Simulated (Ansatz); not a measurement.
# ZrN (Fm-3m) in Ansatz: a series of runs

One crystal, ZrN, is run at these levels: PBEsol, PBE; tasks: single point.

All numbers are computed with Ansatz 0.2.0; they aren't measurements. Logs are shortened: lines on timing, memory, paths and dates and some standing lists are left out, and cuts for length are marked.

## (1) Starting point

It takes space group Fm-3m (No. 225, cubic). Conventional cell: a = 4.600 Å, b = 4.600 Å, c = 4.600 Å, α = 90.00°, β = 90.00°, γ = 90.00°. Around Zr (site symmetry m-3m) lie 6 N at 2.30 Å. N (site symmetry m-3m) is surrounded by 6 Zr at 2.30 Å.

## (2) Single point, PBEsol

Contents of input.yaml:

```yaml
crystal:
  lattice:
    - [0.0, 2.3, 2.3]
    - [2.3, 0.0, 2.3]
    - [2.3, 2.3, 0.0]
  atoms:
    - { symbol: Zr, position: [0.5, 0.5, 0.5] }
    - { symbol: "N", position: [0.0, 0.0, 0.0] }
kpoints:
  mp_grid: { grid: [10, 10, 10] }
scf:
  occupations: { method: gaussian, width: 0.1 }
hamiltonian:
  xc: pbesol
  pseudopotentials: { kind: all_electron, lapw: { basis_error: 0.001 } }
output:
  forces: true
  stress: true
  eigenvalues: true
```

Potentials or basis: all-electron LAPW, scalar-relativistic.

Command:

```sh
$ ansatz run input.yaml --threads 1 --pin off --max-ram 3072MiB --backend cpu --events-out ev --progress --plain --runs-dir out
```

Standard output:

```text
Warning: RAYON_NUM_THREADS=1 ignored (pool sized by the plan → 1); use --threads N
LAPW: plane waves up to 8.582 Å⁻¹, error target 1.0e-3 eV per atom; small_component_spin mean_spin; N in spheres of 1.056 Å, 7 of its electrons in bands, Dirac shells []; Zr in spheres of 1.244 Å, 30 of its electrons in bands, Dirac shells [] (how accurate: hamiltonian.pseudopotentials.lapw.basis_error, Limitations)
Engine: ansatz 0.2.0, x86_64-unknown-linux-gnu
Pseudopotentials: kind: all_electron
Pseudopotential: Zr, LAPW, valence charge 30, lapw/all_electron/scalar/gaussian/Zr, Koelling and Harmon's equation, gaussian nucleus
Pseudopotential: N, LAPW, valence charge 7, lapw/all_electron/scalar/gaussian/N, Koelling and Harmon's equation, gaussian nucleus
Functional definition: PBEsol
  exchange = pbesol_x
  correlation = pbesol_c
Crystal: 2 atoms, lattice volume = 24.334 Å³
Basis set: ecut = 280.6161502572621 eV, 259 PW (Γ), exchange–correlation at level 2
Bands: 23, of which v1, the nominal top of the filled ones, is band 19 counted from 1 (18 counted from 0)
Symmetry: 48 space group operations
Space group: Fm-3m (ITA 225), of the structure as read, at distance tolerance 2.9e-5 Å
k-points: 47 of 1000
Non-local potential: Zr, projectors of the file, none
Non-local potential: N, projectors of the file, none
Initial density: superposition of atomic densities (chi_scale 0.1, normalization cell, long waves kept (reshape's long-wave potential 0.00 eV rms))
Initial wavefunctions: plane waves of lowest kinetic energy (no species holds an atomic orbital)
Functional: x = pbesol(κ = 0.804, μ = 0.12345679012345678), c = pbesol(β = 0.046)
iter 1 solved again at ethr=1.10e-2 eV; its pass at ethr=1.00e-1 eV (dr2=4.09e0 eV) is discarded
SCF iter   1: F=—  HF=-99362.251777 eV  |F-HF|=—  |Δ(HF+E_count)|=         —  Δρ=1.12e-1  dr2=4.08e0  ethr=1.10e-2  ⟨swp⟩=2.0  Hψ=7207  notcnv=0
preconditioner: auto → Kerker (q_TF=auto, 2.926 Å⁻¹)  [metal: Δε(μ)=0.111 eV  Ē_g=19.326 eV  σ=0.100 eV  W_gap=0.49  n_scr=14 (ndim 8)  ℏωp=29.2 eV  f_vac=0.000  D(μ)=0.38/eV (n_scr^D=0)]
iter 2 solved again at ethr=1.32e-4 eV; its pass at ethr=1.10e-2 eV (dr2=4.87e-2 eV) is discarded
SCF iter   2: F=—  HF=-99360.516864 eV  |F-HF|=—  |Δ(HF+E_count)|=    1.73e0  Δρ=1.76e-2  dr2=4.85e-2  ethr=1.32e-4  ⟨swp⟩=2.1  Hψ=5275  notcnv=0
SCF iter   3: F=—  HF=-99360.441463 eV  |F-HF|=—  |Δ(HF+E_count)|=   7.54e-2  Δρ=3.03e-2  dr2=3.35e-1  ethr=1.31e-4  ⟨swp⟩=3.0  Hψ=3615  notcnv=0
SCF iter   4: F=—  HF=-99360.396544 eV  |F-HF|=—  |Δ(HF+E_count)|=         —  Δρ=7.08e-3  dr2=7.63e-3  ethr=1.31e-4  ⟨swp⟩=3.0  Hψ=3576  notcnv=0
the basis was enlarged: its passes take 123.4 KiB over the memory plan, 1 of 1 planned eigensolver slots
SCF iter   5: F=—  HF=-99360.386761 eV  |F-HF|=—  |Δ(HF+E_count)|=   9.78e-3  Δρ=1.89e-3  dr2=1.13e-3  ethr=2.06e-5  ⟨swp⟩=2.9  Hψ=3376  notcnv=0
SCF iter   6: F=—  HF=-99360.386329 eV  |F-HF|=—  |Δ(HF+E_count)|=   4.33e-4  Δρ=1.39e-3  dr2=7.46e-4  ethr=3.07e-6  ⟨swp⟩=2.0  Hψ=3261  notcnv=0
SCF iter   7: F=—  HF=-99360.386161 eV  |F-HF|=—  |Δ(HF+E_count)|=   1.68e-4  Δρ=2.32e-4  dr2=1.68e-5  ethr=2.02e-6  ⟨swp⟩=2.0  Hψ=3262  notcnv=0
SCF iter   8: F=—  HF=-99360.386156 eV  |F-HF|=—  |Δ(HF+E_count)|=   4.29e-6  Δρ=5.77e-5  dr2=1.09e-6  ethr=4.54e-8  ⟨swp⟩=2.0  Hψ=3261  notcnv=0
SCF iter   9: F=—  HF=-99360.386156 eV  |F-HF|=—  |Δ(HF+E_count)|=   2.28e-7  Δρ=1.55e-5  dr2=6.10e-8  ethr=2.95e-9  ⟨swp⟩=2.0  Hψ=3261  notcnv=0
SCF iter  10: F=-99360.386156 eV  HF=-99360.386156 eV  |F-HF|=1.64e-9  |Δ(HF+E_count)|=   1.69e-8  Δρ=2.71e-6  dr2=1.59e-9  ethr=1.65e-10  ⟨swp⟩=2.0  Hψ=3261  notcnv=0
SCF 1 converged in 10 iterations: F = -99360.386156 eV  dr2 = 1.59e-9
SCF converged after 10 iterations
Free energy (F): -99360.386156 eV
Harris-Foulkes:  -99360.386156 eV  (|F-HF|=1.64e-9)
Internal energy: -99360.382013 eV  (E = F + TS)
E sigma→0 (E₀):  -99360.384085 eV
Entropy (-TS):   -0.004143 eV (-2.071 meV/atom)
Fermi energy:    19.105019 eV
--- Per-component energies (eV) ---
  E_band       = -4733.921643
  E_kinetic    = 102564.148711
  E_xc         = -3238.266501
  E_electrostatic = -198686.264224  (all electrons and nuclei)
  E_smearing   = -0.004143  (= −TS)
  E_closure    = 0.000000  (closes the sum)
  E_atoms      = -99340.076241  (free atoms, spherical and without spin; not in F)
  Σ components = -99360.386156   (vs F -99360.386156, Δ=0.00e0)
  Basis errors (estimates in eV, not in F): energy 3.5e-4 per atom: plane waves 3.2e-4 (1.8e-4 summed), levels above the bands 0.0e0, relativity 7.6e-9, radial functions 3.4e-5, core shells 2.6e-14; eigenvalues (radial functions only) 1.2e-6; not estimated: angular momenta, meshes, grids; target (lapw.basis_error) 1.0e-3; muffin-tin radii N 1.056 Å, Zr 1.244 Å
--- Forces (eV/Å), atoms counted from 1 ---
  atom   1  Zr    -0.00000000    -0.00000000     0.00000000
  atom   2  N      0.00000000     0.00000000     0.00000000
  max |Σ_I F_I| component: 1.68e-30 eV/Å
--- Stress (GPa, compression-positive) ---
       -7.830594       0.000000       0.000000
        0.000000      -7.830594       0.000000
        0.000000       0.000000      -7.830594
  P = ⅓ Tr σ = -7.8306 GPa (-78.306 kbar)
--- Band table (eV; the first three rows and the last of 47) ---
  k-point 0: bands = ["-379.7211", "-356.7798", "-292.8495", "-292.8495", "-292.8495", "-150.2814", "-150.2814", "-150.2779", "-150.2779", "-150.2779", "-30.3846", "-8.0433", "-8.0433", "-8.0433", "2.9030", "16.4519", "16.4519", "16.4519", "18.6686", "18.6686", "18.6686", "20.6306", "20.6306"]
  k-point 1: bands = ["-379.7211", "-356.7798", "-292.8495", "-292.8495", "-292.8495", "-150.2814", "-150.2814", "-150.2779", "-150.2779", "-150.2779", "-30.3716", "-8.1644", "-8.0523", "-8.0523", "3.1030", "15.6557", "15.9141", "15.9141", "18.9291", "18.9592", "18.9592", "21.3359", "21.3359"]
  k-point 2: bands = ["-379.7211", "-356.7798", "-292.8495", "-292.8495", "-292.8495", "-150.2814", "-150.2814", "-150.2779", "-150.2779", "-150.2779", "-30.3375", "-8.4671", "-8.0758", "-8.0758", "3.6278", "14.1978", "14.9614", "14.9614", "19.3749", "19.6707", "19.6707", "22.8793", "22.8793"]
  k-point 46: bands = ["-379.7211", "-356.7798", "-292.8495", "-292.8495", "-292.8495", "-150.2814", "-150.2814", "-150.2779", "-150.2779", "-150.2779", "-30.2023", "-8.7658", "-8.5933", "-8.4503", "3.9894", "13.8596", "14.3471", "14.4138", "19.0700", "21.1092", "23.6009", "23.6036", "24.8561"]
```

It took 8.6 s on 1 thread of Intel Xeon Platinum 8259CL at 2.50GHz (Skylake/Cascade Lake), shared host; peak memory 0.34 GiB.

What came out:

```yaml
Free_energy: -99360.3862 eV
Pressure: -7.8 GPa
Band_gap_on_the_k_mesh: none (metal or under the smearing width)
```

## (3) Single point, PBE

input.yaml, as its differences from that of step 2:

```diff
@@ -11,5 +11,5 @@
 scf:
-  occupations: { method: gaussian, width: 0.1 }
+  occupations: { method: gaussian, width: 0.022 }
 hamiltonian:
-  xc: pbesol
+  xc: pbe
   pseudopotentials: { kind: all_electron, lapw: { basis_error: 0.001 } }
```

Potentials or basis: all-electron LAPW, scalar-relativistic.

Command:

```sh
$ ansatz run input.yaml --threads 1 --pin off --max-ram 3072MiB --backend cpu --events-out ev --progress --plain --runs-dir out
```

Run time: 7.9 s. Hardware: 1 thread of Intel Xeon Platinum 8259CL at 2.50GHz (Skylake/Cascade Lake), shared host; peak memory 0.34 GiB.

Results (log left out):

```yaml
Free_energy: -99420.7144 eV
Pressure: -0.8 GPa
Band_gap_on_the_k_mesh: none (metal or under the smearing width)
```

Levels at points of the mesh, in eV from the Fermi level:
```
             k point  band 15  band 16  band 17  band 18  band 19  band 20  band 21  band 22  band 23
  (0.00, 0.00, 0.00)   -16.28    -2.69    -2.69    -2.69    -0.43    -0.43    -0.43     1.53     1.53
 (0.00, 0.00, -0.50)   -14.12    -7.65    -5.68    -5.68     2.94     3.01     3.01     4.67     7.57
(0.00, -0.50, -0.50)   -15.74    -4.61    -3.47    -3.20    -3.20     3.29     4.44     4.44     4.82
```
